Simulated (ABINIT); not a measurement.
The system is PtSe2 (Sudovikovite).

```
Pt Se
1.0
     3.72400    0.00000    0.00000
    -1.86200    3.22508    0.00000
     0.00000    0.00000    5.06200
Pt Se
1 2
Direct
  0.00000 0.00000 0.00000
  0.66667 0.33333 0.75000
  0.33333 0.66667 0.25000
```

Base run:

```yaml
Program: ABINIT 10.8.3 (patched build)
Functional: PBE
Potentials_or_basis: PseudoDojo NC SR PBE v0.4.1 standard
Cutoff: 1170 eV
k_mesh: 6 × 6 × 4
Occupations: fermi-dirac, width 0.05 eV
Spin: no spin polarisation
```

Its results: band gap on the k mesh none (metal or under the smearing width); pressure 7.3 GPa; largest force 0.575 eV/Å.

Task: After a change of settings the same cell gave: band gap on the k mesh none (metal or under the smearing width); pressure 7.9 GPa; largest force 0.677 eV/Å. Which change was it?
A. functional from PBE to PBEsol; potentials or basis from PseudoDojo NC SR PBE v0.4.1 standard to JTH PAW PBE v2.0; cutoff from 1170 eV to 408 eV; valence electrons from 50 to 22
B. potentials or basis from PseudoDojo NC SR PBE v0.4.1 standard to JTH PAW PBE v2.0; cutoff from 1170 eV to 408 eV; valence electrons from 50 to 22
C. functional from PBE to LDA; potentials or basis from PseudoDojo NC SR PBE v0.4.1 standard to PseudoDojo NC SR LDA v0.4.1 standard; cutoff from 1170 eV to 1088 eV
D. cutoff from 1170 eV to 1088 eV

Result: B.

Not every run made on this cell is shown here.
